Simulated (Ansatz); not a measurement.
# Dielectric response of KBr (001) films, part 5 of 5

Aim: the electronic and static ε of rocksalt KBr (001) from films of three thicknesses in a field.

Ansatz 0.2.0; plane-wave DFT, PBEsol, Ansatz PAW.

So far. Step 25 (Relaxing in the field, 16 atoms, units 8, field -0.05 …): The dipole is -0.132 e·Å, and the gap on the mesh 4.211 eV. Step 26 (Response with the atoms relaxed, 16 atoms, units 8): The induced dipole is that of a conductor 22.01 Å thick.

**29. The same run with other settings**

This step: plane-wave DFT, PBEsol, Ansatz PAW (Ansatz 0.2.0).

System of this step: KBr (001), 3 units. The cell holds 6 atoms: 3 K and 3 Br. Cell: a = 4.667 Å, b = 4.667 Å, c = 24.600 Å, α = 90.0°, β = 90.0°, γ = 90.0°. It derives from KBr (rocksalt KBr). Vacuum lies along c.

A run with a changed input: it repeats the earlier run at 0.1 V/Å, 3 units with kpoints.mp_grid.grid from [6, 6, 1] to [3, 3, 1].

The input, input.yaml:

```yaml
crystal:
  lattice:
    - [4.66690476, 0.0, 0.0]
    - [0.0, 4.66690476, 0.0]
    - [0.0, 0.0, 24.6]
  atoms:
    - { symbol: K, position: [0.5, 0.5, 0.3689578133] }
    - { symbol: Br, position: [0.0, 0.0, 0.3667838026] }
    - { symbol: K, position: [0.0, 0.0, 0.4999999994] }
    - { symbol: Br, position: [0.5, 0.5, 0.5000000007] }
    - { symbol: K, position: [0.5, 0.5, 0.6310421861] }
    - { symbol: Br, position: [0.0, 0.0, 0.6332161979] }
kpoints:
  mp_grid: { grid: [3, 3, 1] }
hamiltonian:
  xc: pbesol
scf:
  occupations: { method: fixed }
  convergence: { dr2_threshold: 1.0e-10 }
efield:
  axis: 3
  dipole_correction: true
  ramp_position: 0.97
  ramp_width: 0.06
  amplitude: 0.1
output:
  write_potential: true
  write_density: true
  volumetric_format: npy
```

Started as:

```console
ansatz run input.yaml --threads 4 --pin off --max-ram 12288MiB --backend cpu --events-out ev --progress --plain --runs-dir out
```

Numbers of over 12 decimals in the logs are rounded to 6 here.

Output:

```text
[...]
Crystal: 6 atoms, lattice volume = 535.788 Å³
Basis set: ecut = 420 eV, 10419 PW (Γ)
Bands: 30, of which v1, the nominal top of the filled ones, is band 24 counted from 1 (23 counted from 0)
Symmetry: 8 space group operations
k-points: 3 of 9
[...]
SCF iter   1: F=—  HF=-12768.510037 eV  |F-HF|=—  |Δ(HF+E_count)|=         —  Δρ=1.24e-2  dr2=2.67e0  ethr=3.10e-3  p=0.115 e·Å  D=3.89e-2 V/Å  ΔV_dip=-0.96 eV  dr2_dipole=1.63e-3  V_vac-E_F(+/−)=9.54/8.25 eV  ⟨swp⟩=7.0  Hψ=391  notcnv=0  defer=10
[...]
SCF iter  11: F=-12767.625973 eV  HF=-12767.625973 eV  |F-HF|=7.28e-12  |Δ(HF+E_count)|=  2.22e-10  Δρ=3.49e-8  dr2=4.20e-12  ethr=1.00e-12  p=0.075 e·Å  D=2.54e-2 V/Å  ΔV_dip=-0.62 eV  dr2_dipole=2.87e-15  V_vac-E_F(+/−)=6.68/5.06 eV  ⟨swp⟩=15.3  Hψ=436  notcnv=0
SCF 1 converged in 11 iterations: F = -12767.625973 eV  dr2 = 4.20e-12
[...]
SCF converged after 11 iterations
[...]
Free energy (F): -12767.625973 eV
[...]
Internal energy: -12767.625973 eV  (E = F + TS)
E sigma→0 (E₀):  -12767.625973 eV
Fermi energy:    -3.070864 eV
Dipole field:    D = 0.025370 V/Å  (p = 0.075118 e·Å, saw-weighted, corrected)
Work function:   not extracted (applied field tilts the vacuum); planar V_es + V_field profile in the machine report
[...]
--- Band table (eV) ---
  k-point 0: bands = [... 20 lower, -3.2972, -3.2408, -3.0709, -3.0709, 1.1756, 1.7755, 2.4078, 2.6892, ... 2 higher]
  k-point 1: bands = [... 20 lower, -3.4612, -3.4476, -3.2466, -3.2240, 2.3119, 2.7399, 3.1403, 3.4569, ... 2 higher]
  k-point 2: bands = [... 20 lower, -3.5156, -3.4497, -3.3831, -3.2117, 2.9987, 3.1937, 3.3945, 3.6077, ... 2 higher]
```

Run time: 2.2 s. Hardware: 4 threads of Arm Neoverse V1, shared host; peak memory 0.56 GiB.

```csv
quantity,this run,earlier run,difference
dipole along the normal (e·Å),0.07512,0.07510,1.7e-5
gap on the k-mesh (eV),4.247,4.248,-0.0018
```

Nothing in the table moves by 0.01 in its unit (for the dipole 0.5 % and 5e-5 e·Å).

The change did no harm here.

**30. Varying the input: basis.ecutwfc = "51.4 Ry"**

Another changed input: it repeats the earlier run at 0.1 V/Å, 3 units with basis.ecutwfc to 51.4 Ry.

Changes to input.yaml since step 29:

```diff
@@ -13,3 +13,3 @@
 kpoints:
-  mp_grid: { grid: [3, 3, 1] }
+  mp_grid: { grid: [6, 6, 1] }
 hamiltonian:
@@ -29 +29,3 @@
   volumetric_format: npy
+basis:
+  ecutwfc: "51.4 Ry"
```

Output:

```text
[...]
Crystal: 6 atoms, lattice volume = 535.788 Å³
Basis set: ecut = 699.332627 eV, 22447 PW (Γ)
Bands: 30, of which v1, the nominal top of the filled ones, is band 24 counted from 1 (23 counted from 0)
Symmetry: 8 space group operations
k-points: 10 of 36
[...]
SCF iter   1: F=—  HF=-12768.517709 eV  |F-HF|=—  |Δ(HF+E_count)|=         —  Δρ=1.24e-2  dr2=2.66e0  ethr=3.10e-3  p=0.115 e·Å  D=3.89e-2 V/Å  ΔV_dip=-0.96 eV  dr2_dipole=1.63e-3  V_vac-E_F(+/−)=9.54/8.25 eV  ⟨swp⟩=6.1  Hψ=1202  notcnv=0  defer=35
[...]
SCF iter  11: F=-12767.636165 eV  HF=-12767.636165 eV  |F-HF|=3.64e-12  |Δ(HF+E_count)|=  2.02e-10  Δρ=3.53e-8  dr2=4.48e-12  ethr=1.00e-12  p=0.075 e·Å  D=2.54e-2 V/Å  ΔV_dip=-0.62 eV  dr2_dipole=6.27e-15  V_vac-E_F(+/−)=6.69/5.06 eV  ⟨swp⟩=14.8  Hψ=1555  notcnv=0
SCF 1 converged in 11 iterations: F = -12767.636165 eV  dr2 = 4.48e-12
[...]
SCF converged after 11 iterations
[...]
Free energy (F): -12767.636165 eV
[...]
Internal energy: -12767.636165 eV  (E = F + TS)
E sigma→0 (E₀):  -12767.636165 eV
Fermi energy:    -3.074234 eV
Dipole field:    D = 0.025362 V/Å  (p = 0.075097 e·Å, saw-weighted, corrected)
Work function:   not extracted (applied field tilts the vacuum); planar V_es + V_field profile in the machine report
[...]
--- Band table (eV; the first three rows and the last of 10) ---
  k-point 0: bands = [... 20 lower, -3.3006, -3.2437, -3.0742, -3.0742, 1.1741, 1.7743, 2.4084, 2.6869, ... 2 higher]
  k-point 1: bands = [... 20 lower, -3.3546, -3.2933, -3.2156, -3.1266, 1.5464, 2.0584, 2.6339, 2.9896, ... 2 higher]
  k-point 2: bands = [... 20 lower, -3.4646, -3.4506, -3.2495, -3.2273, 2.3110, 2.7386, 3.1393, 3.4576, ... 2 higher]
  k-point 9: bands = [... 20 lower, -3.4766, -3.4621, -3.4621, -3.1864, 2.8985, 2.8985, 3.7687, 3.9334, ... 2 higher]
```

Elapsed: 14 s, on 4 threads; peak memory 1.3 GiB; 53 s of CPU time.

This step gave:

```yaml
gap_on_the_k_mesh: 4.248 eV
dipole_along_the_normal: 0.07510 e·Å
```

```
                     quantity  this run  earlier run  difference
dipole along the normal (e·Å)   0.07510      0.07510     -4.0e-6
       gap on the k-mesh (eV)     4.248        4.248     -3.5e-5
```

Nothing in the table moves by 0.01 in its unit (for the dipole 0.5 % and 5e-5 e·Å).

**31. Outcome**

```json
{
  "electronic ε from the thickness series": "2.60",
  "static ε from the thickness series": "5.02",
  "local electronic ε, middle of 8 units": "2.60"
}
```

**Reading.** The films give an electronic ε of 2.60 and a static ε of 5.02. The slope of the series and the field inside the thickest film give 2.60 and 2.60, in agreement. Ions raise ε from 2.60 to 5.02. The in-plane lattice constants are held at typed bulk values. Semilocal functionals tend to overestimate the electronic ε a little.

[Logs are printed without paths, hosts, clocks, repeated set-up lines and the standing remarks that a program may print on its own settings, such as how far it seeks lower states.]

[Hosts, paths, dates, database ids (printed as entryN), source tags and the programs' standing remarks are cut or masked in the printed files.]

[Maps of the electrostatic potential energy from Ansatz leave out the sawtooth potential of an applied field or a dipole correction, so their vacuum need not be flat; planar profiles and work functions include it.]
